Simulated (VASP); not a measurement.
# HfC3 (I4/mmm) in VASP: notebook

Runs on HfC3. Level: PBE. Tasks: single point.

All numbers are computed with VASP 6.6.1; they aren't measurements. Logs are shortened: lines on timing, memory, paths and dates and some standing lists are left out, and cuts for length are marked.

## (1) The cell of the first run

The structure is tetragonal, space group I4/mmm (No. 139). The conventional cell has a = 3.151 Å, b = 3.151 Å, c = 7.892 Å, α = 90.00°, β = 90.00°, γ = 90.00°. Hf (site symmetry 4/mmm) is surrounded by 12 C at 2.23 to 2.52 Å. Around C (site symmetry -4m2) lie 8 C at 2.23 to 2.52 Å and 4 Hf at 2.52 Å. Around C (site symmetry 4/mmm) lie 4 Hf at 2.23 Å and 8 C at 2.52 Å.

The cell was built by a generator and needn't be a form met in nature.

## (2) Single point, PBE (species swapped into the CdHg3 type (I4/mmm, No. 139))

INCAR

```
SYSTEM = HfC3
PREC = Accurate
ENCUT = 520
EDIFF = 1E-7
ISMEAR = 0
SIGMA = 0.1
LREAL = .False.
LASPH = .True.
NELM = 100
ALGO = Fast
ISIF = 2
LWAVE = .False.
LCHARG = .False.
GGA = PE
NBANDS = 19
```

KPOINTS

```
Automatic mesh
0
Gamma
  20 20 20
  0 0 0
```

POSCAR

```
HfC3
1.0
   -1.5753913837      1.5753913837      3.9461859754
    1.5753913837     -1.5753913837      3.9461859754
    1.5753913837      1.5753913837     -3.9461859754
Hf C
1 3
Direct
    0.0000000000      0.0000000000      0.0000000000
    0.7500000000      0.2500000000      0.5000000000
    0.2500000000      0.7500000000      0.5000000000
    0.5000000000      0.5000000000      0.0000000000
```

Potentials or basis: VASP PAW PBE potentials, release 64 (Hf_pv, C).

Run with:

```console
$ cat potpaw_PBE.64/Hf_pv/POTCAR potpaw_PBE.64/C/POTCAR > POTCAR
$ mpirun -np 1 vasp_std > vasp.out
```

OUTCAR:

```text
SYSTEM = HfC3
   PREC = Accurate
   ENCUT = 520
   EDIFF = 1E-7
   ISMEAR = 0
   LREAL = .False.
   LASPH = .True.
   NELM = 100
   ISIF = 2
   GGA = PE

 ion  position               nearest neighbor table
   1  0.000  0.000  0.000-   4 2.23   4 2.23   4 2.23   4 2.23   3 2.52   2 2.52   3 2.52   3 2.52
                             2 2.52   2 2.52   3 2.52   2 2.52
   2  0.750  0.250  0.500-   1 2.52   1 2.52   1 2.52   1 2.52
   3  0.250  0.750  0.500-   1 2.52   1 2.52   1 2.52   1 2.52
   4  0.500  0.500  0.000-   1 2.23   1 2.23   1 2.23   1 2.23

  LATTYP: Found a body centered tetragonal cell.
 ALAT       =     3.1507827674
 C/A-ratio  =     2.5048924453

  Lattice vectors:

 A1 = (  -1.5753913837,   1.5753913837,   3.9461859754)
 A2 = (   1.5753913837,  -1.5753913837,   3.9461859754)
 A3 = (   1.5753913837,   1.5753913837,  -3.9461859754)

Analysis of symmetry for initial positions (statically):
=====================================================================
 Subroutine PRICEL returns:
 Original cell was already a primitive cell.

 Routine SETGRP: Setting up the symmetry group for a
 body centered tetragonal supercell.

 Subroutine GETGRP returns: Found 16 space group operations
 (whereof 16 operations were pure point group operations)
 out of a pool of 16 trial point group operations.

The static configuration has the point symmetry D_4h.

Analysis of symmetry for dynamics (positions and initial velocities):
=====================================================================
 Subroutine PRICEL returns:
 Original cell was already a primitive cell.

 Routine SETGRP: Setting up the symmetry group for a
 body centered tetragonal supercell.

 Subroutine GETGRP returns: Found 16 space group operations
 (whereof 16 operations were pure point group operations)
 out of a pool of 16 trial point group operations.

The dynamic configuration has the point symmetry D_4h.

 Subroutine INISYM returns: Found 16 space group operations
 (whereof 16 operations are pure point group operations),
 and found     1 'primitive' translations

----------------------------------------------------------------------------------------

                                     Primitive cell

  volume of cell :      39.1755

  direct lattice vectors                    reciprocal lattice vectors
    -1.575391384  1.575391384  3.946185975     0.000000000  0.317381449  0.126704621
     1.575391384 -1.575391384  3.946185975     0.317381449  0.000000000  0.126704621
     1.575391384  1.575391384 -3.946185975     0.317381449  0.317381449  0.000000000

  length of vectors
     4.531677369  4.531677369  4.531677369     0.341738270  0.341738270  0.448845150

  position of ions in fractional coordinates (direct lattice)
     0.000000000  0.000000000  0.000000000
     0.750000000  0.250000000  0.500000000
     0.250000000  0.750000000  0.500000000
     0.500000000  0.500000000  0.000000000

  ion indices of the primitive-cell ions
   primitive index   ion index
                 1           1
                 2           2
                 3           3
                 4           4

----------------------------------------------------------------------------------------

 KPOINTS: Automatic mesh

Automatic generation of k-mesh.
 Grid dimensions read from file:
 generate k-points for:   20   20   20

 Generating k-lattice:

  Cartesian coordinates                     Fractional coordinates (reciprocal lattice)
     0.000000000  0.015869072  0.006335231     0.050000000  0.000000000  0.000000000
     0.015869072  0.000000000  0.006335231     0.000000000  0.050000000  0.000000000
     0.015869072  0.015869072  0.000000000     0.000000000  0.000000000  0.050000000

  Length of vectors
     0.017086914  0.017086914  0.022442257

  Shift w.r.t. Gamma in fractional coordinates (k-lattice)
     0.000000000  0.000000000  0.000000000

 Subroutine IBZKPT returns following result:
 ===========================================

 Found    641 irreducible k-points:

 Following reciprocal coordinates:
            Coordinates               Weight
  0.000000  0.000000  0.000000      1.000000
  0.050000 -0.000000  0.000000      8.000000
  0.100000 -0.000000  0.000000      8.000000
  0.150000  0.000000  0.000000      8.000000
  0.200000 -0.000000  0.000000      8.000000
  0.250000  0.000000  0.000000      8.000000
[... 16 lines left out ...]
 -0.400000  0.050000 -0.000000     16.000000
 -0.350000  0.050000 -0.000000     16.000000
 [... further k-points ...]
   k-points           NKPTS =    641   k-points in BZ     NKDIM =    641   number of bands    NBANDS=     19
   number of dos      NEDOS =    301   number of ions     NIONS =      4
   total plane-waves  NPLWV =  46656
   dimension x,y,z NGX =    36 NGY =   36 NGZ =   36
   dimension x,y,z NGXF=    72 NGYF=   72 NGZF=   72
   ions per type =               1   3
   NGX,Y,Z   is equivalent  to a cutoff of  13.21, 13.21, 13.21 a.u.
   NGXF,Y,Z  is equivalent  to a cutoff of  26.41, 26.41, 26.41 a.u.
 SYSTEM =  HfC3
   PREC   = accura    normal or accurate (medium, high low for compatibility)
   ISTART =      0    job   : 0-new  1-cont  2-samecut
   ICHARG =      2    charge: 1-file 2-atom 10-const
   ISPIN  =      1    spin polarized calculation?
   LNONCOLLINEAR =      F non collinear calculations
   LSORBIT =      F    spin-orbit coupling
   LASPH  =      T    aspherical Exc in radial PAW
   ENCUT  =  520.0 eV  38.22 Ry    6.18 a.u.   8.43  8.43  8.43*2*pi/ulx,y,z
   NELM   =    100;   NELMIN=  2; NELMDL= -5     # of ELM steps
   EDIFF  = 0.1E-06   stopping-criterion for ELM
   LREAL  =      F    real-space projection
   EDIFFG = 0.1E-05   stopping-criterion for IOM
   NSW    =      0    number of steps for IOM
   IBRION =     -1    ionic relax: 0-MD 1-quasi-New 2-CG
   NFREE  =      0    steps in history (QN), initial steepest desc. (CG)
   ISIF   =      2    stress and relaxation
   ISYM   =      2    0-nonsym 1-usesym 2-fastsym
   POTIM  = 0.5000    time-step for ionic-motion
   TEBEG  =    0.0;   TEEND  =   0.0 temperature during run
   PSTRESS=    0.0 pullay stress
   NELECT =      22.0000    total number of electrons
   NUPDOWN=      -1.0000    fix difference up-down
   EMIN   =  10.00;   EMAX   =-10.00  energy-range for DOS
   EFERMI =   0.00;   METHOD = LEGACY
   ISMEAR =     0;   SIGMA  =   0.10  broadening in eV -4-tet -1-fermi 0-gaus
   EFERMI_NEDOS =   21; number of points for ismear=-14 and -15
   IALGO  =     68    algorithm
   IMIX   =      4    mixing-type and parameters
     AMIX     =   0.40;   BMIX     =  1.00
     AMIX_MAG =   1.60;   BMIX_MAG =  1.00
  volume/ion in A,a.u.               =       9.79        66.09
  Fermi-wavevector in a.u.,A,eV,Ry     =   1.350654  2.552367 24.820663  1.824267
  Thomas-Fermi vector in A             =   2.478141
   LORBIT       =      0    0 simple, 1 ext, 2 COOP (PROOUT), +10 PAW based schemes
   GGA     = PE    functional components
   LHFCALC =     F    Hartree Fock is set to
   AEXX    =    0.0000 exact exchange contribution
   IVDW    =     0    specifies the selected vdW correction
   LEPSILON=     F    determine dielectric tensor
   LRPA    =     F    only Hartree local field effects (RPA)
 non-spin polarized calculation
 RMM-DIIS sequential band-by-band and
 Gauss-broadening in eV      SIGMA  =   0.10
  energy-cutoff  :      520.00
  volume of cell :       39.18
 maximum number of plane-waves:      1073
 NGX is ok and might be reduce to    36
   NGX = 17   NGY = 17   NGZ = 17

 number of electron      22.0000000 magnetization

 Free energy of the ion-electron system (eV)
  ---------------------------------------------------
  ext. energy  EPLUGINS =         0.00000000
  ---------------------------------------------------
  free energy    TOTEN  =       -30.58631701 eV

  energy without entropy =      -30.57820233  energy(sigma->0) =      -30.58225967

 E-fermi :   6.5141     XC(G=0): -12.5152

 val. band max:        6.5140584438   @ k =  -0.3000  -0.3000   0.2500
 cond. band min:       6.5175897227   @ k =  -0.4000   0.4500   0.4000
 fundamental gap:      0.0035312790
 Fermi energy:         6.5141397276

 k-point     1 :       0.0000    0.0000    0.0000
  band No.  band energies     occupation
      1     -23.4428      2.00000
      2     -23.1344      2.00000
      3     -23.1344      2.00000
      4      -8.6169      2.00000
      5      -2.9249      2.00000
      6       1.3613      2.00000
[... 11 lines left out ...]
     18      12.9107      0.00000
     19      13.1451      0.00000

 k-point     2 :       0.0500   -0.0000    0.0000
  band No.  band energies     occupation
      1     -23.4417      2.00000
      2     -23.1499      2.00000
      3     -23.1326      2.00000
      4      -8.5697      2.00000
      5      -2.9074      2.00000
      6       1.2605      2.00000
[... 11 lines left out ...]
     18      13.0166      0.00000
     19      13.1130      0.00000

 k-point     3 :       0.1000   -0.0000    0.0000
  band No.  band energies     occupation
      1     -23.4385      2.00000
      2     -23.1946      2.00000
      3     -23.1271      2.00000
      4      -8.4297      2.00000
      5      -2.8572      2.00000
      6       0.6451      2.00000
[... 11 lines left out ...]
     18      13.0576      0.00000
     19      13.1731      0.00000

 k-point     4 :       0.1500    0.0000    0.0000
  band No.  band energies     occupation
      1     -23.4336      2.00000
      2     -23.2634      2.00000
      3     -23.1187      2.00000
      4      -8.2019      2.00000
      5      -2.7818      2.00000
      6      -0.0710      2.00000
[... 407 lines left out ...]
     18      13.3707      0.00000
     19      15.0474      0.00000

 k-point    23 :      -0.4000    0.0500   -0.0000
  band No.  band energies     occupation
      1     -23.6742      2.00000
      2     -23.3976      2.00000
      3     -23.0793      2.00000
      4      -6.0887      2.00000
      5      -3.6858      2.00000
      6      -1.5877      2.00000
[... 11 lines left out ...]
     18      13.3257      0.00000
     19      14.7154      0.00000

 k-point    24 :      -0.3500    0.0500   -0.0000
  band No.  band energies     occupation
      1     -23.6111      2.00000
      2     -23.4023      2.00000
      3     -23.0880      2.00000
      4      -6.6128      2.00000
      5      -3.1264      2.00000
      6      -1.6988      2.00000
[... 11 lines left out ...]
     18      13.2817      0.00000
     19      14.3658      0.00000

 [... further k-points ...]
[... 5 lines left out ...]
  --------------------------------------------------------------------------------------
  -------------------------------------------------------------------------------------
  Total       -0.1235656     -0.1235656     -0.2068868      0.0000000     -0.0000000      0.0000000
  in kB       -5.0535155     -5.0535155     -8.4611419      0.0000000     -0.0000000      0.0000000
  external PRESSURE =      -6.1893910 kB  Pullay stress =       0.0000000 kB

 VOLUME and BASIS-vectors are now :
 -----------------------------------------------------------------------------
  energy-cutoff  :      520.00
  volume of cell :       39.18
      direct lattice vectors                 reciprocal lattice vectors
    -1.575391384  1.575391384  3.946185975     0.000000000  0.317381449  0.126704621
     1.575391384 -1.575391384  3.946185975     0.317381449  0.000000000  0.126704621
     1.575391384  1.575391384 -3.946185975     0.317381449  0.317381449  0.000000000

 POSITION                                       TOTAL-FORCE (eV/Angst)
 -----------------------------------------------------------------------------------
      0.00000      0.00000      0.00000         0.000000     -0.000000      0.000000
     -0.00000      1.57539      1.97309        -0.000000      0.000000      0.000000
      1.57539     -0.00000      1.97309        -0.000000     -0.000000     -0.000000
      0.00000      0.00000      3.94619         0.000000     -0.000000      0.000000
 -----------------------------------------------------------------------------------
    total drift:                               -0.000000      0.000000      0.000000

  FREE ENERGIE OF THE ION-ELECTRON SYSTEM (eV)
  ---------------------------------------------------
  free  energy   TOTEN  =       -30.5863170075 eV

  energy  without entropy=      -30.5782023285  energy(sigma->0) =      -30.58225967
```

Wall time 5.7 min (1 thread of Intel Xeon 6975P-C (Granite Rapids), shared host); peak memory 0.56 GiB.

What came out:

- Free energy: -30.5863 eV
- Pressure: -0.6 GPa
- Band gap on the k mesh: none (metal or under the smearing width)

Spin-orbit coupling is left out, which matters for the levels of Hf.

## (3) Single point, PBE (species swapped into the CdHg3 type (I4/mmm, No. 139))

INCAR

```
PREC = Accurate
ENCUT = 520
EDIFF = 1E-6
ISMEAR = 0
SIGMA = 0.1
LREAL = F
LASPH = T
NELM = 100
ALGO = Normal
ISIF = 2
LWAVE = F
LCHARG = F
GGA = PE
NBANDS = 19
```

KPOINTS

```
regular mesh
0
Gamma
  6 6 6
```

POSCAR

```
HfC3
1.0
   -1.7719384700      1.7719384700      4.4051862000
    1.7719384700     -1.7719384700      4.4051862000
    1.7719384700      1.7719384700     -4.4051862000
Hf C
1 3
Direct
    0.0000000000      0.0000000000      0.0000000000
    0.7500000000      0.2500000000      0.5000000000
    0.2500000000      0.7500000000      0.5000000000
    0.5000000000      0.5000000000      0.0000000000
```

Potentials or basis: VASP PAW PBE potentials, release 64 (Hf_pv, C).

Run with:

```console
$ cat potpaw_PBE.64/Hf_pv/POTCAR potpaw_PBE.64/C/POTCAR > POTCAR
$ mpirun -np 1 vasp_std > vasp.out
```

It took 21 s on 1 thread of Intel Xeon 6975P-C (Granite Rapids), shared host; peak memory 0.24 GiB.

The run converged. Its results:

```yaml
Free_energy: -28.0766 eV
Pressure: -35.9 GPa
Band_gap_on_the_k_mesh: none (metal or under the smearing width)
```

Stress tensor (GPa, compression positive):
```
-39.04   0.00   0.00
  0.00 -39.04   0.00
  0.00   0.00 -29.56
```

Levels at points of the mesh, in eV from the Fermi level:
```csv
k point,band 7,band 8,band 9,band 10,band 11,band 12,band 13,band 14,band 15,band 16
"(0.00, 0.00, 0.00)",-3.56,-2.10,-2.10,-1.61,-0.05,-0.05,2.69,3.22,3.81,3.81
"(0.50, 0.00, 0.00)",-4.64,-2.42,-1.56,-0.37,-0.09,0.24,0.57,1.05,2.69,4.34
"(0.50, 0.50, 0.00)",-3.92,-3.73,-2.93,-2.04,-0.83,1.08,2.22,3.33,4.13,4.15
"(0.50, 0.50, 0.50)",-1.99,-1.99,-1.95,0.84,0.85,0.85,0.90,1.25,2.27,2.27
```

Caveat: the k mesh is coarse (spacing up to 0.42 Å⁻¹), so the values aren't converged; a pressure of tens of GPa on the cell as given is suspect, and the run, the potentials or the cell itself is likely at fault.
